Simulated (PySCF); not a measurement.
Molecule: `InChI=1S/C4H10O/c1-2-3-4-5/h5H,2-4H2,1H3`.

Geometry:
```csv
atom,x (Å),y (Å),z (Å)
C1,-2.191,0.089,0.369
C2,-0.861,0.008,-0.364
C3,0.338,0.007,0.571
C4,1.666,-0.076,-0.150
O5,2.695,-0.053,0.803
H6,-2.321,-0.766,1.052
H7,-3.041,0.089,-0.331
H8,-2.257,1.006,0.975
H9,-0.776,0.855,-1.069
H10,-0.839,-0.903,-0.988
H11,0.339,0.918,1.194
H12,0.273,-0.842,1.273
H13,1.748,0.772,-0.863
H14,1.692,-1.004,-0.758
H15,3.537,-0.100,0.342
```

Geometry PBE0-D3(BJ)/def2-SVP throughout; GIAO in PySCF 2.14.0 with density-fitted response routines, gas phase, one conformer, non-relativistic; equivalent atoms averaged; functional PBE0.

**Question.** How do the shifts δ (against TMS, H2O at the same level) depend on the basis set? (a selection of nuclei; ppm; last column core-seconds on shared hosts with different chips, so compare them loosely)

**Answer.** 
```tsv
basis set	functions	C4	C3	C2	C1	O5	H13/H14	H11/H12	H6/H7/H8	H9/H10	core-s
STO-3G	35	55.2	27.5	25.5	20.3	-7.1	1.68	1.13	0.77	0.67	2.1
6-31G	65	62.3	34.7	20.4	16.5	18.3	3.69	1.90	1.14	1.28	3.7
pcSseg-0	65	69.2	37.0	20.2	18.0	23.4	3.71	1.72	1.19	1.02	3.2
6-31G*	90	62.1	33.6	20.1	16.0	18.3	3.64	1.67	1.02	1.24	5.1
def2-SVP	120	62.7	34.9	20.3	15.7	28.1	3.40	1.38	0.88	0.96	7.5
cc-pVDZ	120	64.2	37.2	22.7	17.0	30.9	3.54	1.42	0.93	1.06	8
pcSseg-1	135	66.9	36.8	21.7	16.5	31.0	3.62	1.47	1.04	1.01	7.3
6-311+G(2d,p)	195	65.3	36.5	21.6	15.5	27.5	3.61	1.52	0.96	1.14	14
aug-cc-pVDZ	205	63.3	36.8	22.5	15.7	29.2	3.70	1.57	1.05	1.22	14
def2-TZVP	215	67.5	37.5	22.5	16.4	29.8	3.61	1.53	0.97	1.18	18
IGLO-III	275	68.1	38.3	22.7	16.4	28.7	3.64	1.53	0.98	1.17	23
cc-pVTZ	290	66.4	37.2	22.3	16.1	32.3	3.60	1.50	0.98	1.16	24
pcSseg-2	320	69.0	38.8	23.1	16.9	29.3	3.60	1.54	0.99	1.17	32
```

**Question.** Which nucleus among those listed moves most, in ppm?

**Answer.** O5 (alcohol oxygen): from -7.1 ppm with STO-3G to 32.3 ppm with cc-pVTZ. The smallest spread is 0.41 ppm, at H6/H7/H8. Proton shifts span only some 12 ppm, so a few tenths of a ppm matter as much there as several ppm in carbon.

**Question.** Taking the largest basis, pcSseg-2 (320 functions), as the yardstick, rank the others by their worst heavy-atom deviation.

**Answer.** IGLO-III 0.9 ppm (275 functions), def2-TZVP 1.5 ppm (215 functions), pcSseg-1 2.2 ppm (135 functions), cc-pVTZ 3.0 ppm (290 functions), 6-311+G(2d,p) 3.7 ppm (195 functions), cc-pVDZ 4.9 ppm (120 functions), aug-cc-pVDZ 5.8 ppm (205 functions), pcSseg-0 5.8 ppm (65 functions), def2-SVP 6.3 ppm (120 functions), 6-31G* 11.0 ppm (90 functions), 6-31G 11.0 ppm (65 functions), STO-3G 36.3 ppm (35 functions).

A small basis that lands close on one nucleus may do so by chance; judge by the trend and by all nuclei.
